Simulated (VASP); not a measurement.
Here is a VASP 6.6.1 calculation.

Contents of INCAR:

```
SYSTEM = CsSnBr3
PREC = Accurate ; ENCUT = 300
EDIFF = 1E-6 ; ISMEAR = 0
SIGMA = 0.03 ; LREAL = .FALSE.
LASPH = .TRUE. ; NELM = 80
ALGO = Normal ; ISIF = 3
LWAVE = .FALSE. ; LCHARG = .FALSE.
GGA = PE ; IBRION = 2
NSW = 90 ; EDIFFG = -0.01
```

Contents of KPOINTS:

```
regular mesh
0
G
  3 3 3
  0 0 0
```

POSCAR

```
CsSnBr3
1.0
    5.8390056100      0.0000000000      0.0000000000
    0.0000000000      5.8390056100      0.0000000000
    0.0000000000      0.0000000000      5.8390056100
Cs Sn Br
1 1 3
Direct
    0.0000000000      0.0000000000      0.0000000000
    0.5000000000      0.5000000000      0.5000000000
    0.5000000000      0.0000000000      0.5000000000
    0.5000000000      0.5000000000      0.0000000000
    0.0000000000      0.5000000000      0.5000000000
```

Potentials or basis: VASP PAW PBE potentials, release 64 (Cs_sv, Sn, Br).

Launch:

```sh
$ cat potpaw_PBE.64/Cs_sv/POTCAR potpaw_PBE.64/Sn/POTCAR potpaw_PBE.64/Br/POTCAR > POTCAR
$ mpirun -np 1 vasp_std > vasp.out
```

Q: Estimate the band gap on the k mesh.

A: 3.27 eV, direct.

Q: Estimate the relaxed volume.

A: 40.00 Å³/atom.

Q: Estimate the space group after relaxing (to 0.05 Å).

A: Pm-3m (No. 221).

Q: Predict the relaxed cell.

A: a = 5.848 Å, b = 5.848 Å, c = 5.848 Å, α = 90.00°, β = 90.00°, γ = 90.00°.

The path:
```csv
step,energy change (eV),largest force (eV/Å),pressure (GPa),volume (Å³)
1,0.0000,0.0000,0.13,199.07
2,-0.0005,0.0000,0.03,200.01
```

Caveat: spin-orbit coupling is left out, which moves the levels of the heavy elements; an odd mesh through Γ misses points on the zone boundary, where band edges often lie.
